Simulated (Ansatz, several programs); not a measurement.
Anatase SiO₂, relaxed with PBE in Ansatz (plane waves, PAW): it is tetragonal, I4_1/amd (No. 141); conventional cell a = 3.527 Å, c = 8.520 Å, 8.83 Å³ an atom. Si has 6 O at 1.77–1.80 Å; O has 3 Si at 1.77–1.80 Å. The cell was then scaled with its shape and fractional coordinates held, which makes it stiffer than a relaxed compression. (Calculated; spin-unpolarised; the phase may be known or hypothetical.)

| V (Å³/atom) | E (meV/atom) |
| --- | --- |
| 8.301 | 29.62 |
| 8.566 | 7.02 |
| 8.831 | 0.00 |
| 9.361 | 23.94 |

Question: Pass a cubic E = c₀ + c₁u + c₂u² + c₃u³, with u = V − 8.765 Å³, through these points.

Answer: c₀ = 0.41, c₁ = -12.690, c₂ = 99.220, c₃ = -19.6135 (meV and Å³).

Question: Where is the minimum, and what bulk modulus follows?

Answer: dE/du = 0 at u = +0.065, so V₀ = 8.83 Å³. B = V₀ d²E/dV² = 8.83 × (2c₂ + 6c₃u) = 8.83 × 190.766 = 1685 meV/Å³, and 1 meV/Å³ is 0.16022 GPa: 270 GPa. A third-order Birch-Murnaghan fit to all five points gives 8.83 Å³ and 268 GPa.

Question: Predict the energy and the pressure at the withheld volume, 9.096 Å³.

Answer: With u = +0.331: E ≈ 6.37 meV and P = −dE/dV ≈ -7.46 GPa. The run gives 6.24 meV and, from its stress, -7.42 GPa.
